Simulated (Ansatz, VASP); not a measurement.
**BN (Qingsongite): VASP beside Ansatz**

The input INCAR:

```
SYSTEM = BN
  PREC = Accurate
  ENCUT = 600
  EDIFF = 1E-6
  ISMEAR = -1
  SIGMA = 0.01
  LREAL = .False.
  LASPH = .True.
  NELM = 60
  ALGO = Normal
  ISIF = 3
  LWAVE = .False.
  LCHARG = .False.
  GGA = RE
  IVDW = 12
  IBRION = 2
  NSW = 80
  EDIFFG = -0.02
```

Contents of KPOINTS:

```
Automatic mesh
0
Gamma
  10 10 10
  0 0 0
```

The input POSCAR:

```
BN
1.0
    0.0000000000      1.8075000000      1.8075000000
    1.8075000000      0.0000000000      1.8075000000
    1.8075000000      1.8075000000      0.0000000000
B N
1 1
Direct
    0.0000000000      0.0000000000      0.0000000000
    0.2500000000      0.2500000000      0.2500000000
```

Input for Ansatz:

```yaml
crystal:
  lattice:
    - [0.0, 1.8075, 1.8075]
    - [1.8075, 0.0, 1.8075]
    - [1.8075, 1.8075, 0.0]
  atoms:
    - { symbol: B, position: [0.0, 0.0, 0.0] }
    - { symbol: "N", position: [0.25, 0.25, 0.25] }
kpoints:
  mp_grid:
    grid: [10, 10, 10]
    shift: [0.0, 0.0, 0.0]
hamiltonian:
  xc: revpbe
  dispersion: d3bj
scf:
  occupations:
    method: fermi_dirac
    width: 0.01
relax:
  f_tol: 0.02
  max_steps: 60
  cell: {}
```

Alike in both runs: task relaxation of cell and atoms; functional revPBE; dispersion D3(BJ); k mesh 10 × 10 × 10; occupations fermi-dirac, width 0.01 eV; no spin polarisation.

|  | VASP | Ansatz |
| --- | --- | --- |
| version | VASP 6.6.1 | Ansatz 0.2.0 |
| potentials or method | VASP PAW PBE potentials, release 64 (B, N) | plane waves, PAW |
| plane-wave cutoff (eV) | 600 | 420 |
| valence electrons in the cell | 8 | 8 |

|  | VASP | Ansatz | Ansatz less VASP |
| --- | --- | --- | --- |
| relaxed volume (Å³/atom) | 5.84 | 5.84 | 0.000 |
| relaxed cell length with the largest relative difference (Å) | 2.547 | 2.547 | -0.0001 |

Caveats: the PAW data sets were made with another functional, which shifts forces and pressure a little (VASP). A k mesh can miss the band edges. revPBE gaps usually lie below the measured ones, often by a third to a half.
